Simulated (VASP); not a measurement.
# Mg (P6_3/mmc) in VASP: further runs, part 2 of 2

VASP 6.6.1. Earlier steps stand in the parts before.

### 3 Electric field gradients, r2SCAN

INCAR

```
ALGO = Normal
EDIFF = 1E-7
ENCUT = 520
ISIF = 2
ISMEAR = -1
LASPH = T
LCHARG = F
LEFG = T
LMIXTAU = T
LREAL = F
LWAVE = F
METAGGA = R2SCAN
NELM = 80
PREC = Accurate
SIGMA = 0.05
```

KPOINTS

```
k-points
0
Gamma
  12 12 7
```

POSCAR

```
Mg
1.0
    3.2093000000      0.0000000000      0.0000000000
   -1.6046500000      2.7793353284      0.0000000000
    0.0000000000      0.0000000000      5.2103000000
Mg
2
Direct
    0.3333333333      0.6666666667      0.2500000000
    0.6666666667      0.3333333333      0.7500000000
```

Potentials or basis: VASP PAW PBE potentials, release 64 (Mg).

Started as:

```bash
cat potpaw_PBE.64/Mg/POTCAR > POTCAR
mpirun -np 1 vasp_std > vasp.out
```

OUTCAR:

```text
EDIFF = 1E-7
   ENCUT = 520
   ISIF = 2
   ISMEAR = -1
   LASPH = T
   LREAL = F
   METAGGA = R2SCAN
   NELM = 80
   PREC = Accurate

 ion  position               nearest neighbor table
   1  0.333  0.667  0.250-   2 3.20   2 3.20   2 3.20   2 3.20   2 3.20   2 3.20
   2  0.667  0.333  0.750-   1 3.20   1 3.20   1 3.20   1 3.20   1 3.20   1 3.20

  LATTYP: Found a hexagonal cell.
 ALAT       =     3.2093000000
 C/A-ratio  =     1.6235004518

  Lattice vectors:

 A1 = (   3.2093000000,   0.0000000000,   0.0000000000)
 A2 = (  -1.6046500000,   2.7793353284,   0.0000000000)
 A3 = (   0.0000000000,   0.0000000000,   5.2103000000)

Analysis of symmetry for initial positions (statically):
=====================================================================
 Subroutine PRICEL returns:
 Original cell was already a primitive cell.

 Routine SETGRP: Setting up the symmetry group for a
 hexagonal supercell.

 Subroutine GETGRP returns: Found 24 space group operations
 (whereof 12 operations were pure point group operations)
 out of a pool of 24 trial point group operations.

The static configuration has the point symmetry D_3d.
 The point group associated with its full space group is D_6h.

Analysis of symmetry for dynamics (positions and initial velocities):
=====================================================================
 Subroutine PRICEL returns:
 Original cell was already a primitive cell.

 Routine SETGRP: Setting up the symmetry group for a
 hexagonal supercell.

 Subroutine GETGRP returns: Found 24 space group operations
[... 165 lines left out ...]
      4      14.2142      0.00000
      5      14.2143      0.00000
      6      14.3454      0.00000
[... 199 lines left out ...]
 k-point    24 :       0.3333    0.0000    0.1429
  band No.  band energies     occupation
      1      -2.3459      2.00000
      2       1.6550      2.00000
      3       4.0784      0.00000
      4       5.3215      0.00000
      5       8.1471      0.00000
      6      10.4973      0.00000

 [... further k-points ...]

------------------------ aborting loop because EDIFF is reached ----------------------------------------

  FORCE on cell =-STRESS in cart. coord.  units (eV):
  Direction    XX          YY          ZZ          XY          YZ          ZX
  --------------------------------------------------------------------------------------
  -------------------------------------------------------------------------------------
  Total       -0.3162858     -0.3162858     -0.5789784      0.0000000      0.0000000      0.0000000
  in kB      -10.9037611    -10.9037611    -19.9599282      0.0000000      0.0000000      0.0000000
  external PRESSURE =     -13.9224834 kB  Pullay stress =       0.0000000 kB

 VOLUME and BASIS-vectors are now :
 -----------------------------------------------------------------------------
  energy-cutoff  :      520.00
  volume of cell :       46.47
      direct lattice vectors                 reciprocal lattice vectors
     3.209300000  0.000000000  0.000000000     0.311594429  0.179899127  0.000000000
    -1.604650000  2.779335328  0.000000000     0.000000000  0.359798255  0.000000000
     0.000000000  0.000000000  5.210300000     0.000000000  0.000000000  0.191927528

 POSITION                                       TOTAL-FORCE (eV/Angst)
 -----------------------------------------------------------------------------------
     -0.00000      1.85289      1.30258        -0.000000      0.000000      0.000000
      1.60465      0.92645      3.90773         0.000000     -0.000000      0.000000
 -----------------------------------------------------------------------------------
    total drift:                                0.000000     -0.000000      0.000000

  FREE ENERGIE OF THE ION-ELECTRON SYSTEM (eV)
  ---------------------------------------------------
  free  energy   TOTEN  =        -8.2941269314 eV

  energy  without entropy=       -8.2882135329  energy(sigma->0) =       -8.29117023

 Electric field gradients (V/A^2)
---------------------------------------------------------------------
 ion       V_xx      V_yy      V_zz      V_xy      V_xz      V_yz
---------------------------------------------------------------------
   1      -0.452    -0.452     0.903    -0.000    -0.000     0.000
   2      -0.452    -0.452     0.903    -0.000     0.000    -0.000
---------------------------------------------------------------------

 Electric field gradients after diagonalization (V/A^2)
 (convention: |V_zz| > |V_xx| > |V_yy|)
----------------------------------------------------------------------
 ion       V_xx      V_yy      V_zz     asymmetry (V_yy - V_xx)/ V_zz
----------------------------------------------------------------------
   1      -0.452    -0.452     0.903       0.000
   2      -0.452    -0.452     0.903       0.000
----------------------------------------------------------------------

           NMR quadrupolar parameters

 Cq : quadrupolar parameter    Cq=e*Q*V_zz/h
 eta: asymmetry parameters     (V_yy - V_xx)/ V_zz
 Q  : nuclear electric quadrupole moment in mb (millibarn)
----------------------------------------------------------------------
 ion       Cq(MHz)       eta       Q (mb)
----------------------------------------------------------------------
   1       0.002       0.000       1.000
   2       0.002       0.000       1.000
----------------------------------------------------------------------
```

OSZICAR:

```text
N       E                     dE             d eps       ncg     rms          rms(c)
DAV:   1    -0.505446675920E+01   -0.50545E+01   -0.14095E+03   912   0.501E+02
DAV:   2    -0.830775663625E+01   -0.32533E+01   -0.31206E+01  1218   0.306E+01
DAV:   3    -0.833463630637E+01   -0.26880E-01   -0.26697E-01  1296   0.377E+00
DAV:   4    -0.833474891497E+01   -0.11261E-03   -0.11260E-03  1332   0.203E-01
DAV:   5    -0.833474947980E+01   -0.56483E-06   -0.56488E-06  1254   0.100E-02    0.969E-01
DAV:   6    -0.826890155906E+01    0.65848E-01   -0.89398E-02  1110   0.180E+00    0.701E-01
DAV:   7    -0.829207769965E+01   -0.23176E-01   -0.56735E-02  1050   0.245E+00    0.135E-01
DAV:   8    -0.829401653136E+01   -0.19388E-02   -0.13456E-02   978   0.105E+00    0.304E-02
DAV:   9    -0.829388594296E+01    0.13059E-03   -0.13230E-03  1038   0.369E-01    0.243E-02
DAV:  10    -0.829406862053E+01   -0.18268E-03   -0.48240E-04  1032   0.227E-01    0.777E-03
DAV:  11    -0.829413108862E+01   -0.62468E-04   -0.16470E-05  1152   0.510E-02    0.178E-03
DAV:  12    -0.829412070957E+01    0.10379E-04   -0.18036E-06  1158   0.107E-02    0.102E-03
DAV:  13    -0.829412944549E+01   -0.87359E-05   -0.13727E-06  1020   0.149E-02    0.350E-04
DAV:  14    -0.829412684747E+01    0.25980E-05   -0.27501E-07  1140   0.437E-03    0.409E-05
DAV:  15    -0.829412693136E+01   -0.83885E-07   -0.56180E-09   624   0.603E-04
   1 F= -.82941269E+01 E0= -.82911702E+01  d E =-.591340E-02
```

stdout:

```text
POSCAR found type information on POSCAR Mg
 POSCAR found :  1 types and       2 ions
 scaLAPACK will be used
 -----------------------------------------------------------------------------
|                                                                             |
|                                                                             |
|     You enforced a specific xc type in the INCAR file but a different       |
|     I HOPE YOU KNOW WHAT YOU ARE DOING!                                     |
|                                                                             |
 -----------------------------------------------------------------------------

 LDA part: xc-table for (None), standard interpolation
 POSCAR, INCAR and KPOINTS ok, starting setup
 FFT: planning ... GRIDC
 FFT: planning ... GRID_SOFT
 FFT: planning ... GRID
 WAVECAR not read
 entering main loop
ion   1

ion   2
```

It took 29 s on 1 thread of Intel Xeon 6975P-C (Granite Rapids), shared host; peak memory 0.17 GiB.

Results:

| Quantity | Value |
| --- | --- |
| Free energy | -8.2941 eV |
| Pressure | -1.4 GPa |
| Band gap on the k mesh | none (metal or under the smearing width) |

Levels at points of the mesh, in eV from the Fermi level:
```tsv
k point	band 1	band 2	band 3	band 4	band 5
(0.00, 0.00, 0.00)	-7.27	-1.82	-1.13	11.69	11.69
(0.50, 0.00, 0.00)	-2.29	-2.13	2.86	3.17	3.60
```

Electric field gradients, principal values (V/Å²):
```csv
atom,Vxx,Vyy,Vzz
1 Mg,-0.452,-0.452,0.903
2 Mg,-0.452,-0.452,0.903
```

Caveat: the PAW data sets were made with another functional, which shifts forces and pressure a little.
